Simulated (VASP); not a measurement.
Here is a VASP 6.6.1 calculation.

INCAR

```
ALGO = Normal
EDIFF = 1E-6
ENCUT = 520
GGA = PE
ISIF = 2
ISMEAR = 0
IVDW = 12
LASPH = True
LCHARG = False
LREAL = False
LWAVE = False
NBANDS = 10
NELM = 100
PREC = Accurate
SIGMA = 0.1
```

Contents of KPOINTS:

```
k-points
0
Gamma
  18 18 10
```

Contents of POSCAR:

```
Al
1.0
    2.8273698464      0.0000000000      0.0000000000
   -1.4136849232      2.4485741129      0.0000000000
    0.0000000000      0.0000000000      4.5979863309
Al
2
Direct
    0.3333333333      0.6666666667      0.2500000000
    0.6666666667      0.3333333333      0.7500000000
```

Potentials or basis: VASP PAW PBE potentials, release 64 (Al).

The run is started by

```bash
$ cat potpaw_PBE.64/Al/POTCAR > POTCAR
$ mpirun -np 1 vasp_std > vasp.out
```

Question: What does it give for the dispersion energy per atom?

Answer: -0.349 eV.

Question: What does it give for the band gap on the k mesh?

Answer: None (metal or under the smearing width).
